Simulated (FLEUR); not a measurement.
Here is a FLEUR MaX-R8.1 (later development tree) calculation.

File inp.xml:

```xml
<?xml version="1.0" encoding="UTF-8" standalone="no"?>
<fleurInput fleurInputVersion="0.39">
   <comment>
      Ti                                                                                                  
   </comment>
   <calculationSetup>
      <cutoffs Kmax="4.1" Gmax="12.7" GmaxXC="12.7" numbands="0"/>
      <scfLoop itmax="60" minDistance="0.00001" maxIterBroyd="15" imix="Anderson" alpha="0.05" precondParam="0.0" spinf="2.0" sdNocoIR="T"/>
      <coreElectrons ctail="F" frcor="F" kcrel="0" coretail_lmax="0"/>
      <xcFunctional name="LibXC" relativisticCorrections="F">
         <LibXCName exchange="mgga_x_r2scan" correlation="mgga_c_r2scan"/>
         <AuxGGA exchange="117" correlation="130"/>
      </xcFunctional>
      <magnetism jspins="1"/>
      <soc l_soc="F" theta="0.0" phi="0.0" spav="F"/>
      <expertModes spex="0" secvar="F"/>
      <geometryOptimization l_f="F" forcealpha="1.0" forcemix="BFGS" epsdisp="0.00001" epsforce="0.00001"/>
      <ldaU l_linMix="F" mixParam="0.05" spinf="1.0"/>
   </calculationSetup>
   <cell>
      <bzIntegration valenceElectrons="12.0" mode="hist" fermiSmearingEnergy="0.00183747">
         <kPointListSelection listName="default-1"/>
         <!-- k-points included here -->
         <xi:include xmlns:xi="http://www.w3.org/2001/XInclude" href="kpts.xml"> </xi:include>
      </bzIntegration>
      <!-- symmetry operations included here -->
      <xi:include xmlns:xi="http://www.w3.org/2001/XInclude" href="sym.xml"> </xi:include>
      <bulkLattice scale="1.0">
         <bravaisMatrix>
            <row-1>   -3.1010405704685997     3.1010405704685997     3.1010405704685997</row-1>
            <row-2>    3.1010405704685997    -3.1010405704685997     3.1010405704685997</row-2>
            <row-3>    3.1010405704685997     3.1010405704685997    -3.1010405704685997</row-3>
         </bravaisMatrix>
      </bulkLattice>
   </cell>
   <atomSpecies>
      <species name="Titanium (Ti)" element="Ti" atomicNumber="22">
         <mtSphere radius="2.49" gridPoints="823" logIncrement="0.015"/>
         <atomicCutoffs lmax="10" lnonsphr="8"/>
         <electronConfig flipSpins="F">
            <coreConfig>(1s1/2) (2s1/2) (2p1/2) (2p3/2)</coreConfig>
            <valenceConfig>(3s1/2) (3p1/2) (3p3/2) (4s1/2) (3d3/2) (3d5/2)</valenceConfig>
            <stateOccupation state="(3d3/2)" spinUp="0.400000" spinDown="0.400000"/>
            <stateOccupation state="(3d5/2)" spinUp="0.600000" spinDown="0.600000"/>
         </electronConfig>
         <energyParameters s="4" p="4" d="3" f="4"/>
         <lo type="SCLO" l="0" n="3" eDeriv="0"/>
         <lo type="SCLO" l="1" n="3" eDeriv="0"/>
         <lo type="SCLO" l="1" n="3" eDeriv="1"/>
         <lo type="SCLO" l="2" n="3" eDeriv="2"/>
         <lo type="SCLO" l="3" n="4" eDeriv="2"/>
      </species>
   </atomSpecies>
   <atomGroups>
      <atomGroup species="Titanium (Ti)">
         <relPos label="                   1">.0000000000 .0000000000 .0000000000</relPos>
         <force calculate="T" relaxXYZ="TTT"/>
      </atomGroup>
   </atomGroups>
   <output dos="F" band="F" slice="F">
      <checks vchk="F" cdinf="F"/>
      <bandDOS minEnergy="-.5*Htr" maxEnergy="0.5*Htr" sigma="0.015" storeEVData="T"/>
      <vacuumDOS vacdos="F" integ="F" star="F" nstars="0" locx1="0.0" locy1="0.0" locx2="0.0" locy2="0.0" nstm="0" tworkf="0.0"/>
      <unfoldingBand unfoldBand="F" supercellX="1" supercellY="1" supercellZ="1"/>
      <plotting iplot="0" polar="F">
         <plot TwoD="T" vec1="  1.0  0.0  0.0" vec2="  0.0  1.0  0.0" vec3="  0.0  0.0  1.0" zero="  0.0  0.0  0.0" file="plot"/>
      </plotting>
      <chargeDensitySlicing numkpt="0" minEigenval="0.0" maxEigenval="0.0" nnne="0" pallst="F"/>
      <specialOutput eonly="F"/>
      <moessbauerParams electricFieldGradient="T" isomerShift="T" coreHyperfine="T" valenceHyperfine="T"/>
      <magneticCircularDichroism mcd="F" energyLo="-10.0" energyUp="0.0"/>
   </output>
  <!-- We include the file relax.xml here to enable relaxations (see documentation) -->
  <xi:include xmlns:xi="http://www.w3.org/2001/XInclude" href="relax.xml"> <xi:fallback/> </xi:include>
</fleurInput>
```

Contents of crystal.txt:

```
Ti
&input cartesian=F /
-1.6410000000  1.6410000000  1.6410000000
1.6410000000  -1.6410000000  1.6410000000
1.6410000000  1.6410000000  -1.6410000000
1.8897261246
1.0 1.0 1.0

1
22 0.0000000000  0.0000000000  0.0000000000

&kpt div1=11 div2=11 div3=11 gamma=T /
```

File inp.xml (bands):

```
<?xml version="1.0" encoding="UTF-8" standalone="no"?>
<fleurInput fleurInputVersion="0.39">
   <comment>
      Ti                                                                                                  
   </comment>
   <calculationSetup>
      <cutoffs Kmax="4.1" Gmax="12.7" GmaxXC="12.7" numbands="0"/>
      <scfLoop itmax="60" minDistance="0.00001" maxIterBroyd="15" imix="Anderson" alpha="0.05" precondParam="0.0" spinf="2.0" sdNocoIR="T"/>
      <coreElectrons ctail="F" frcor="F" kcrel="0" coretail_lmax="0"/>
      <xcFunctional name="LibXC" relativisticCorrections="F">
         <LibXCName exchange="mgga_x_r2scan" correlation="mgga_c_r2scan"/>
         <AuxGGA exchange="117" correlation="130"/>
      </xcFunctional>
      <magnetism jspins="1"/>
      <soc l_soc="F" theta="0.0" phi="0.0" spav="F"/>
      <expertModes spex="0" secvar="F"/>
      <geometryOptimization l_f="F" forcealpha="1.0" forcemix="BFGS" epsdisp="0.00001" epsforce="0.00001"/>
      <ldaU l_linMix="F" mixParam="0.05" spinf="1.0"/>
   </calculationSetup>
   <cell>
      <bzIntegration valenceElectrons="12.0" mode="hist" fermiSmearingEnergy="0.00183747">
         <kPointListSelection listName="path-1"/>
         <!-- k-points included here -->
         <xi:include xmlns:xi="http://www.w3.org/2001/XInclude" href="kpts.xml"> </xi:include>
      </bzIntegration>
      <!-- symmetry operations included here -->
      <xi:include xmlns:xi="http://www.w3.org/2001/XInclude" href="sym.xml"> </xi:include>
      <bulkLattice scale="1.0">
         <bravaisMatrix>
            <row-1>   -3.1010405704685997     3.1010405704685997     3.1010405704685997</row-1>
            <row-2>    3.1010405704685997    -3.1010405704685997     3.1010405704685997</row-2>
            <row-3>    3.1010405704685997     3.1010405704685997    -3.1010405704685997</row-3>
         </bravaisMatrix>
      </bulkLattice>
   </cell>
   <atomSpecies>
      <species name="Titanium (Ti)" element="Ti" atomicNumber="22">
         <mtSphere radius="2.49" gridPoints="823" logIncrement="0.015"/>
         <atomicCutoffs lmax="10" lnonsphr="8"/>
         <electronConfig flipSpins="F">
            <coreConfig>(1s1/2) (2s1/2) (2p1/2) (2p3/2)</coreConfig>
            <valenceConfig>(3s1/2) (3p1/2) (3p3/2) (4s1/2) (3d3/2) (3d5/2)</valenceConfig>
            <stateOccupation state="(3d3/2)" spinUp="0.400000" spinDown="0.400000"/>
            <stateOccupation state="(3d5/2)" spinUp="0.600000" spinDown="0.600000"/>
         </electronConfig>
         <energyParameters s="4" p="4" d="3" f="4"/>
         <lo type="SCLO" l="0" n="3" eDeriv="0"/>
         <lo type="SCLO" l="1" n="3" eDeriv="0"/>
         <lo type="SCLO" l="1" n="3" eDeriv="1"/>
         <lo type="SCLO" l="2" n="3" eDeriv="2"/>
         <lo type="SCLO" l="3" n="4" eDeriv="2"/>
      </species>
   </atomSpecies>
   <atomGroups>
      <atomGroup species="Titanium (Ti)">
         <relPos label="                   1">.0000000000 .0000000000 .0000000000</relPos>
         <force calculate="T" relaxXYZ="TTT"/>
      </atomGroup>
   </atomGroups>
   <output dos="F" band="T" slice="F">
      <checks vchk="F" cdinf="F"/>
      <bandDOS minEnergy="-.5*Htr" maxEnergy="0.5*Htr" sigma="0.015" storeEVData="T"/>
      <vacuumDOS vacdos="F" integ="F" star="F" nstars="0" locx1="0.0" locy1="0.0" locx2="0.0" locy2="0.0" nstm="0" tworkf="0.0"/>
      <unfoldingBand unfoldBand="F" supercellX="1" supercellY="1" supercellZ="1"/>
      <plotting iplot="0" polar="F">
         <plot TwoD="T" vec1="  1.0  0.0  0.0" vec2="  0.0  1.0  0.0" vec3="  0.0  0.0  1.0" zero="  0.0  0.0  0.0" file="plot"/>
      </plotting>
      <chargeDensitySlicing numkpt="0" minEigenval="0.0" maxEigenval="0.0" nnne="0" pallst="F"/>
      <specialOutput eonly="F"/>
      <moessbauerParams electricFieldGradient="T" isomerShift="T" coreHyperfine="T" valenceHyperfine="T"/>
      <magneticCircularDichroism mcd="F" energyLo="-10.0" energyUp="0.0"/>
   </output>
  <!-- We include the file relax.xml here to enable relaxations (see documentation) -->
  <xi:include xmlns:xi="http://www.w3.org/2001/XInclude" href="relax.xml"> <xi:fallback/> </xi:include>
</fleurInput>
```

Potentials or basis: all-electron, FLAPW.

Run with:

```console
$ inpgen -f crystal.txt -profile fastHighL
$ # inp.xml edited to the form shown
$ fleur_MPI
$ fleur_MPI   # second run, on inp.xml (bands)
```

(1) Estimate the band gap along the path.

Results:

(1) none (metal or under the smearing width).

Caveat: the meta-GGA is that of a development version, with a GGA for the radial functions and cores and without core tails.
